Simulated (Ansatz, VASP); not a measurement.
# InP: VASP beside Ansatz

```
In P
1.0
     0.00000    3.00869    3.00869
     3.00869    0.00000    3.00869
     3.00869    3.00869    0.00000
In P
1 1
Direct
  0.00000 0.00000 0.00000
  0.25000 0.25000 0.25000
```

Alike in both runs: task single point; functional PBE; k mesh 6 × 6 × 6; no spin polarisation.

```csv
,VASP,Ansatz
version,VASP 6.6.1,Ansatz 0.2.0
potentials or method,"VASP PAW PBE potentials, release 64 (In_d, P)","plane waves, PAW"
plane-wave cutoff (eV),520,420
occupations,"gaussian, width 0.01 eV",fixed
valence electrons in the cell,18,18
```

VASP gave:

- gap on the k mesh at the Fermi level (eV): 0.28
- pressure (GPa): -1.7

What did Ansatz give for the same quantities?

gap on the k mesh at the Fermi level (eV): 0.28; pressure (GPa): -1.6.

Caveats: spin-orbit coupling is left out, which moves the levels of the heavy elements.
